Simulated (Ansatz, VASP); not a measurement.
# One calculation of MgTe, two programs

Contents of POSCAR:

```
MgTe
1.0
    4.5775104488      0.0000000000      0.0000000000
   -2.2887552244      3.9642403347      0.0000000000
    0.0000000000      0.0000000000      7.4555751524
Mg Te
2 2
Direct
    0.3333333333      0.6666666667      0.0043977340
    0.6666666667      0.3333333333      0.5043977340
    0.3333333333      0.6666666667      0.3806022660
    0.6666666667      0.3333333333      0.8806022660
```

Contents of INCAR.step1:

```
PREC = Accurate
ENCUT = 520
EDIFF = 1E-5
ISMEAR = 0
SIGMA = 0.01
LREAL = False
LASPH = True
NELM = 100
ALGO = Normal
ISIF = 2
LWAVE = True
LCHARG = False
NBANDS = 16
GGA = PE
```

Contents of INCAR.step2:

```
PREC = Accurate
ENCUT = 520
EDIFF = 1E-7
ISMEAR = 0
SIGMA = 0.01
LREAL = False
LASPH = True
NELM = 100
ALGO = Normal
ISIF = 2
LWAVE = False
LCHARG = False
GGA = PE
LHFCALC = True
HFSCREEN = 0.2079
PRECFOCK = Normal
NBANDS = 16
ISTART = 1
```

File KPOINTS:

```
regular mesh
0
Gamma
  6 6 2
```

Input for Ansatz:

```yaml
crystal:
  lattice:
    - [4.5775104488, 0.0, 0.0]
    - [-2.2887552244, 3.9642403347, 0.0]
    - [0.0, 0.0, 7.4555751524]
  atoms:
    - { symbol: Mg, position: [0.3333333333, 0.6666666667, 0.004397734] }
    - { symbol: Mg, position: [0.6666666667, 0.3333333333, 0.504397734] }
    - { symbol: Te, position: [0.3333333333, 0.6666666667, 0.380602266] }
    - { symbol: Te, position: [0.6666666667, 0.3333333333, 0.880602266] }
kpoints:
  mp_grid: { grid: [6, 6, 2] }
hamiltonian:
  xc: hse06
scf:
  occupations: { method: fixed }
  n_extra_bands: 5
output:
  forces: true
  stress: true
  eigenvalues: true
  write_density: true
  write_potential: true
  elf: true
  volumetric_format: npy
```

Alike in both runs: task single point; functional HSE06; k mesh 6 × 6 × 2; no spin polarisation.

```csv
,VASP,Ansatz
version,VASP 6.6.1,Ansatz 0.2.0
potentials or method,"VASP PAW PBE potentials, release 64 (Mg, Te)","plane waves, PAW"
plane-wave cutoff (eV),520,420
occupations,"gaussian, width 0.01 eV",fixed
valence electrons in the cell,16,52
```

Ansatz gave:

| Quantity | Value |
| --- | --- |
| gap on the k mesh at the Fermi level (eV) | 3.32 |
| pressure (GPa) | -0.1 |

Q: What did VASP give for the same quantities?

A: gap on the k mesh at the Fermi level (eV): 3.21; pressure (GPa): -0.2.

The two sets of potentials don't hold the same shells in valence. Ansatz warned: «stress_exchange_threshold_loose».

Caveats: the k mesh is coarse (spacing up to 0.42 Å⁻¹), so the values aren't converged, least of all with exact exchange; the PAW data sets were made with another functional, which shifts forces and pressure a little (VASP); spin-orbit coupling is left out, which moves the levels of the heavy elements.
